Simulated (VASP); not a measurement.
A run of VASP 6.6.1 is set up as follows.

File INCAR:

```
  AGGAC = 1.0
  AGGAX = 1.0
  ALDAC = 0.0
  ALDAX = 1.0
  ALGO = Normal
  EDIFF = 1E-6
  ENCUT = 520
  GGA = B5
  ISIF = 2
  ISMEAR = -1
  LASPH = True
  LCHARG = True
  LELF = True
  LREAL = False
  LVHAR = True
  LWAVE = False
  NBANDS = 9
  NELM = 60
  PREC = Accurate
  SIGMA = 0.1
```

Contents of KPOINTS:

```
k-points
0
Gamma
  18 18 18
```

POSCAR

```
Te
1.0
   -2.0014932162      2.0014932162      2.0014932162
    2.0014932162     -2.0014932162      2.0014932162
    2.0014932162      2.0014932162     -2.0014932162
Te
1
Direct
    0.0000000000      0.0000000000      0.0000000000
```

Potentials or basis: VASP PAW PBE potentials, release 64 (Te).

Command:

```bash
$ cat potpaw_PBE.64/Te/POTCAR > POTCAR
$ mpirun -np 1 vasp_std > vasp.out
```

Q: Predict the pressure.

A: 0.0 GPa.

Q: Estimate the band gap on the k mesh.

A: None (metal or under the smearing width).

Caveat: the PAW data sets were made with another functional, which shifts forces and pressure a little. Spin-orbit coupling is left out, which matters for the levels of Te.
